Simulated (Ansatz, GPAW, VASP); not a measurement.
One calculation of LiCl, 4 ways

```
CELL_PARAMETERS angstrom
0.00000 2.56477 2.56477
2.56477 0.00000 2.56477
2.56477 2.56477 0.00000
ATOMIC_POSITIONS crystal
Cl 0.50000 0.50000 0.50000
Li 0.00000 0.00000 0.00000
```

Alike in all runs: task single point; functional PBE; k mesh 9 × 9 × 9; occupations gaussian, width 0.05 eV; no spin polarisation; no spin-orbit coupling. Pressure is positive in compression and, in plane waves, holds the error of the finite cutoff, which Ansatz's Pulay term estimates and takes out.

| program and potentials | plane-wave cutoff (eV) | notes | pressure (GPa) |
| --- | --- | --- | --- |
| Ansatz, Ansatz PAW | 420 | 5 valence electrons an atom on average | 0.40 |
| GPAW, GPAW PAW data sets (gpaw-data 1.2.1) | 800 | 4 valence electrons an atom on average | 0.51 |
| Ansatz, all-electron LAPW, scalar-relativistic | - | - | 0.40 |
| VASP, PBE PAW files Cl, Li, 500 eV | 500 | 4 valence electrons an atom on average | 0.39 |

The pressure spans 0.39 (VASP, PBE PAW files Cl, Li, 500 eV) to 0.51 GPa (GPAW, GPAW PAW data sets (gpaw-data 1.2.1)), with all-electron results at 0.40.

Differences between rows come from potentials, basis sets and numerical settings, since the functional is the same but for its coding. Runs on potential files found faulty are left out.
